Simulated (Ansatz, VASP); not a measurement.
# GaN in VASP and in Ansatz

```
Ga N
1.0
     3.18893    0.00000    0.00000
    -1.59447    2.76169    0.00000
     0.00000    0.00000    5.19236
Ga N
2 2
Cartesian
  1.5945 0.9206 2.6914
  0.0000 1.8411 5.1876
  1.5945 0.9206 4.5481
  0.0000 1.8411 1.9519
```

The cell is a database's computed one.

Alike in both runs: task single point; functional PBE; k mesh 12 × 12 × 7; occupations gaussian, width 0.05 eV; no spin polarisation.

|  | VASP | Ansatz |
| --- | --- | --- |
| version | VASP 6.6.1 | Ansatz 0.2.0 |
| potentials or method | VASP PAW PBE potentials, release 64 (Ga_d, N), cutoff 520 eV | all-electron LAPW, scalar-relativistic |

VASP gave:

* gap on the k mesh at the Fermi level (eV): 1.71
* least direct gap on the mesh (eV): 1.71
* pressure (GPa): 5.9
* largest component of the traceless stress (GPa): 4.52
* rms of the force components (eV/Å): 0.793

**Question.** What did Ansatz give for the same quantities?

**Answer.** gap on the k mesh at the Fermi level (eV): 1.73; least direct gap on the mesh (eV): 1.73; pressure (GPa): 5.7; largest component of the traceless stress (GPa): 4.57; rms of the force components (eV/Å): 0.798.

Atom by atom the forces differ by 0.007 eV/Å (rms over components). Ansatz ran all-electron here, so the differences hold the error of VASP's frozen core and of both bases.

Caveats: forces of over 1 eV/Å show positions far from the minimum, so gaps and moduli don't describe the material at rest. A hybrid or GW would open this gap; PBE tends to underestimate it.
